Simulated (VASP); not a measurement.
Runs of VASP 6.6.1 on Al2ZnO4 (Gahnite). It takes space group Fd-3m (No. 227, cubic). The conventional cell has a = 8.173 Å, b = 8.173 Å, c = 8.173 Å, α = 90.00°, β = 90.00°, γ = 90.00°. Al (site symmetry -3m) has 6 O at 1.93 Å as nearest neighbours. Around Zn (site symmetry -43m) lie 4 O at 1.97 Å. O (site symmetry 3m) has 3 Al at 1.93 Å and 1 Zn at 1.97 Å as nearest neighbours. 

```tsv
level	potentials or basis	gap on the mesh (eV)	pressure (GPa)	relaxed volume (Å³/atom)
PBE	VASP PAW PBE potentials, release 64 (Al, Zn, O)	3.85	0.1	-
PBE+D3(BJ)	VASP PAW PBE potentials, release 64 (Al, Zn, O)	(a)	0.0	(b)
PBEsol	VASP PAW PBE potentials, release 64 (Al, Zn, O)	3.98	0.0	(c)
LDA	VASP PAW LDA potentials, release 64 (Al, Zn, O)	4.25	0.0	9.19
r2SCAN	VASP PAW PBE potentials, release 64 (Al, Zn, O)	4.79	0.0	9.41
```

Alike in all rows: task relaxation of cell and atoms; no spin polarisation; cell relaxed; k mesh 6 × 6 × 6; cutoff (eV) 600; smearing gaussian 0.03 eV.

**Question.** Fill in the values left out.

**Answer.** (a) 4.00; (b) 9.56; (c) 9.47.

Caveats: the PAW data sets were made with another functional, which shifts forces and pressure a little (some runs); the relaxation stopped at its first step, so nothing moved (some runs).

A k mesh can miss the band edges.
